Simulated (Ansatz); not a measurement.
## Os, diamond: how the functional moves the structure

All rows: Ansatz, plane waves with scalar-relativistic PAW, 420 eV (500 eV for the SCAN forms), relaxed under each functional, no dispersion correction, no zero-point motion. B₀ comes from uniform scaling at fixed shape; a dash is a value not given.

| functional | V (Å³/atom) | cell | B₀ (GPa) | magnetic state | ΔE to hcp (meV/atom) |
| --- | --- | --- | --- | --- | --- |
| PBE | 21.44 | a = 5.557 Å | 205 | spin not included | 1295 |
| r²SCAN | 21.01 | a = 5.518 Å | 221 | spin not included | 1285 |
| PBEsol | 20.82 | a = 5.502 Å | 223 | spin not included | 1506 |
| LDA | 20.49 | a = 5.473 Å | 233 | spin not included | 1511 |
| revPBE | 21.64 | a = 5.574 Å | 198 | spin not included | 1243 |
| RPBE | 21.72 | a = 5.581 Å | 196 | spin not included | 1222 |
| BLYP | 22.32 | a = 5.631 Å | 182 | spin not included | 719 |

LDA gives the smallest volume and BLYP the largest.
